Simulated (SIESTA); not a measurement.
# Ir (Fm-3m) in SIESTA: reference runs, part 2 of 2

SIESTA 5.4.2. The steps go on from the part before.

## Step 4: Single point, PBE, 13.22 Å³/atom

Ir.fdf

```
SystemName                      Iridium
SystemLabel                     Ir
NumberOfSpecies                 1
NumberOfAtoms                   1
%block ChemicalSpeciesLabel
  1  77 Ir
%endblock ChemicalSpeciesLabel

LatticeConstant                 1.0 Ang
%block LatticeVectors
     0.0000000000     1.8764951499     1.8764951499
     1.8764951499     0.0000000000     1.8764951499
     1.8764951499     1.8764951499     0.0000000000
%endblock LatticeVectors
AtomicCoordinatesFormat         Ang
%block AtomicCoordinatesAndAtomicSpecies
     0.0000000000     0.0000000000     0.0000000000  1
%endblock AtomicCoordinatesAndAtomicSpecies

%block kgrid.MonkhorstPack
   12   0   0  0.0
    0  12   0  0.0
    0   0  12  0.0
%endblock kgrid.MonkhorstPack
XC.Functional                   GGA
XC.Authors                      PBE
PAO.BasisSize                   DZP
PAO.EnergyShift                 0.003 Ry
Mesh.Cutoff                     800 Ry
OccupationFunction              FD
ElectronicTemperature           0.05 eV
MaxSCFIterations                120
SCF.MustConverge                false
SCF.Mixer.Method                Pulay
SCF.Mixer.Weight                0.25
SCF.Mixer.History               8
SCF.DM.Tolerance                5.0e-05
SCF.H.Tolerance                 1.0e-03 eV
WriteForces                     true
Charge.Mulliken                 end
%block PAO.Basis
  Ir 5
  n=5 0 2
    2.793 0.000
  n=6 0 2
    6.789 0.000
  n=5 1 2
    3.326 0.000
  n=6 1 1
    6.789
  n=5 2 2
    5.613 0.000
%endblock PAO.Basis
```

Run with:

```sh
$ siesta < Ir.fdf > Ir.out 2>&1
```

It took 38 s on 1 thread of Arm Neoverse V1, shared host; peak memory 0.19 GiB.

Results (log left out):

```yaml
Free_energy: -3132.9643 eV
Pressure: 45.2 GPa
Band_gap_on_the_k_mesh: none (metal or under the smearing width)
```

Caveat: short orbitals over semicore shells can move pressures by several GPa; the valence orbitals were made in a potential fitted to the semicore shell under them, which widens gaps by tenths of an eV or more; the basis of atomic orbitals isn't converged, which shifts pressures, moduli and gaps.

## Step 5: Single point, PBE, 13.50 Å³/atom

Ir.fdf, as its differences from that of step 4:

```diff
@@ -10,5 +10,5 @@
 %block LatticeVectors
-     0.0000000000     1.8764951499     1.8764951499
-     1.8764951499     0.0000000000     1.8764951499
-     1.8764951499     1.8764951499     0.0000000000
+     0.0000000000     1.8897103398     1.8897103398
+     1.8897103398     0.0000000000     1.8897103398
+     1.8897103398     1.8897103398     0.0000000000
 %endblock LatticeVectors
```

Run with:

```sh
$ siesta < Ir.fdf > Ir.out 2>&1
```

Run time: 37 s. Hardware: 1 thread of Arm Neoverse V1, shared host; peak memory 0.19 GiB.

The run converged. Its results:

```
Free energy            : -3133.0335 eV
Pressure               : 33.8 GPa
Band gap on the k mesh : none (metal or under the smearing width)
```

Caveat: short orbitals over semicore shells can move pressures by several GPa; the valence orbitals were made in a potential fitted to the semicore shell under them, which widens gaps by tenths of an eV or more; the basis of atomic orbitals isn't converged, which shifts pressures, moduli and gaps.

## Step 6: Single point, PBE, 13.78 Å³/atom

Ir.fdf, as its differences from that of step 5:

```diff
@@ -10,5 +10,5 @@
 %block LatticeVectors
-     0.0000000000     1.8897103398     1.8897103398
-     1.8897103398     0.0000000000     1.8897103398
-     1.8897103398     1.8897103398     0.0000000000
+     0.0000000000     1.9027432368     1.9027432368
+     1.9027432368     0.0000000000     1.9027432368
+     1.9027432368     1.9027432368     0.0000000000
 %endblock LatticeVectors
```

Potentials or basis: PseudoDojo 0.4 standard (PBE files), DZP (energy shift 0.003 Ry; two zetas on semicore shells).

Run with:

```sh
$ siesta < Ir.fdf > Ir.out 2>&1
```

It took 37 s on 1 thread of Arm Neoverse V1, shared host; peak memory 0.19 GiB.

Results (log left out):

* Free energy: -3133.0833 eV
* Pressure: 23.2 GPa
* Band gap on the k mesh: none (metal or under the smearing width)

Caveat: short orbitals over semicore shells can move pressures by several GPa; the valence orbitals were made in a potential fitted to the semicore shell under them, which widens gaps by tenths of an eV or more; the basis of atomic orbitals isn't converged, which shifts pressures, moduli and gaps.

## Step 7: Single point, PBE, 14.34 Å³/atom

Ir.fdf, as its differences from that of step 6:

```diff
@@ -10,5 +10,5 @@
 %block LatticeVectors
-     0.0000000000     1.9027432368     1.9027432368
-     1.9027432368     0.0000000000     1.9027432368
-     1.9027432368     1.9027432368     0.0000000000
+     0.0000000000     1.9282864624     1.9282864624
+     1.9282864624     0.0000000000     1.9282864624
+     1.9282864624     1.9282864624     0.0000000000
 %endblock LatticeVectors
```

Run with:

```sh
$ siesta Ir.fdf > Ir.out 2>&1
```

Run time: 35 s. Hardware: 1 thread of Arm Neoverse V1, shared host; peak memory 0.19 GiB.

The run converged. Its results:

```
Free energy            : -3133.1343 eV
Pressure               : 6.7 GPa
Band gap on the k mesh : none (metal or under the smearing width)
```

Caveat: short orbitals over semicore shells can move pressures by several GPa; the valence orbitals were made in a potential fitted to the semicore shell under them, which widens gaps by tenths of an eV or more; the basis of atomic orbitals isn't converged, which shifts pressures, moduli and gaps.

## Step 8: Single point, PBE, 14.62 Å³/atom

Ir.fdf, as its differences from that of step 7:

```diff
@@ -10,5 +10,5 @@
 %block LatticeVectors
-     0.0000000000     1.9282864624     1.9282864624
-     1.9282864624     0.0000000000     1.9282864624
-     1.9282864624     1.9282864624     0.0000000000
+     0.0000000000     1.9408081540     1.9408081540
+     1.9408081540     0.0000000000     1.9408081540
+     1.9408081540     1.9408081540     0.0000000000
 %endblock LatticeVectors
```

Run with:

```sh
$ siesta Ir.fdf > Ir.out 2>&1
```

It took 35 s on 1 thread of Arm Neoverse V1, shared host; peak memory 0.19 GiB.

It converged, with:

```yaml
Free_energy: -3133.1395 eV
Pressure: -0.8 GPa
Band_gap_on_the_k_mesh: none (metal or under the smearing width)
```

Caveat: short orbitals over semicore shells can move pressures by several GPa; the valence orbitals were made in a potential fitted to the semicore shell under them, which widens gaps by tenths of an eV or more; the basis of atomic orbitals isn't converged, which shifts pressures, moduli and gaps.

## Step 9: Single point, PBE, 14.90 Å³/atom

Ir.fdf, as its differences from that of step 8:

```diff
@@ -10,5 +10,5 @@
 %block LatticeVectors
-     0.0000000000     1.9408081540     1.9408081540
-     1.9408081540     0.0000000000     1.9408081540
-     1.9408081540     1.9408081540     0.0000000000
+     0.0000000000     1.9531703226     1.9531703226
+     1.9531703226     0.0000000000     1.9531703226
+     1.9531703226     1.9531703226     0.0000000000
 %endblock LatticeVectors
```

Potentials or basis: PseudoDojo 0.4 standard (PBE files), DZP (energy shift 0.003 Ry; two zetas on semicore shells).

Run with:

```sh
$ siesta Ir.fdf > Ir.out 2>&1
```

It took 34 s on 1 thread of Arm Neoverse V1, shared host; peak memory 0.19 GiB.

Results (log left out):

| Quantity | Value |
| --- | --- |
| Free energy | -3133.1324 eV |
| Pressure | -6.9 GPa |
| Band gap on the k mesh | none (metal or under the smearing width) |

Caveat: short orbitals over semicore shells can move pressures by several GPa; the valence orbitals were made in a potential fitted to the semicore shell under them, which widens gaps by tenths of an eV or more; the basis of atomic orbitals isn't converged, which shifts pressures, moduli and gaps.

## Step 10: Equation of state, PBE

Potentials or basis: PseudoDojo 0.4 standard (PBE files), DZP (energy shift 0.003 Ry; two zetas on semicore shells).

No new run: the results of the series are fitted here.

Results:

| Item | Value |
| --- | --- |
| Equilibrium volume | 14.59 Å³/atom |
| Bulk modulus | 349 GPa |
| Pressure derivative of the bulk modulus | 5.4 (rough: it moves with the points fitted) |

Energy against volume, from the lowest point:
| volume (Å³/atom) | energy (meV/atom) |
| --- | --- |
| 13.215 | 175.18 |
| 13.496 | 106.01 |
| 13.778 | 56.25 |
| 14.059 | 23.40 |
| 14.340 | 5.23 |
| 14.621 | 0.00 |
| 14.902 | 7.10 |

Caveat: short orbitals over semicore shells can move pressures by several GPa; the valence orbitals were made in a potential fitted to the semicore shell under them, which widens gaps by tenths of an eV or more; the basis of atomic orbitals isn't converged, which shifts pressures, moduli and gaps.

## Step 11: Overview

| task | cell | gap on the mesh (eV) | pressure (GPa) |
| --- | --- | --- | --- |
| single point | as given | none | 14.3 |
| single point | cell strained at random at fixed volume | none | 14.7 |
| equation of state | as given | - | - |

Alike in all rows: level PBE; potentials or basis PseudoDojo 0.4 standard (PBE files), DZP (energy shift 0.003 Ry; two zetas on semicore shells); no spin polarisation; k mesh 12 × 12 × 12; smearing fermi-dirac 0.05 eV; grid cutoff 800 Ry; energy shift 0.003 Ry.

Caveats: short orbitals over semicore shells can move pressures by several GPa; the valence orbitals were made in a potential fitted to the semicore shell under them, which widens gaps by tenths of an eV or more; the basis of atomic orbitals isn't converged, which shifts pressures, moduli and gaps.

Absolute energies hang on the potentials; compare differences alone.
